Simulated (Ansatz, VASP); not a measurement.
# Be in VASP and in Ansatz

```xyz
2
Lattice="2.1845 0.0000 0.0000 -1.0923 1.8919 0.0000 0.0000 0.0000 3.7809" Properties=species:S:1:pos:R:3 pbc="T T T"
Be    0.0000    1.2612    0.9452
Be    1.0923    0.6306    2.8357
```

Change from the starting cell: strain -0.050 along x and y, +0.050 along z, atoms carried along.

Alike in both runs: task single point; functional PBE; k mesh 24 × 24 × 14; occupations gaussian, width 0.15 eV; no spin polarisation.

|  | VASP | Ansatz |
| --- | --- | --- |
| version | VASP 6.6.1 | Ansatz 0.2.0 |
| potentials or method | VASP PAW PBE potentials, release 64 (Be) | scalar-relativistic, plane waves, PAW |
| plane-wave cutoff (eV) | 520 | 420 |
| valence electrons in the cell | 4 | 4 |

|  | VASP | Ansatz | Ansatz less VASP |
| --- | --- | --- | --- |
| gap on the k mesh at the Fermi level (eV) | none | none | - |
| pressure (GPa) | 2.7 | 2.6 | -0.16 |
| largest component of the traceless stress (GPa) | 17.94 | 17.90 | -0.037 |

A gap of «none» marks a metal or a gap that the smearing closes. The functional is the same, so the differences come from potentials, cutoffs and numerics.
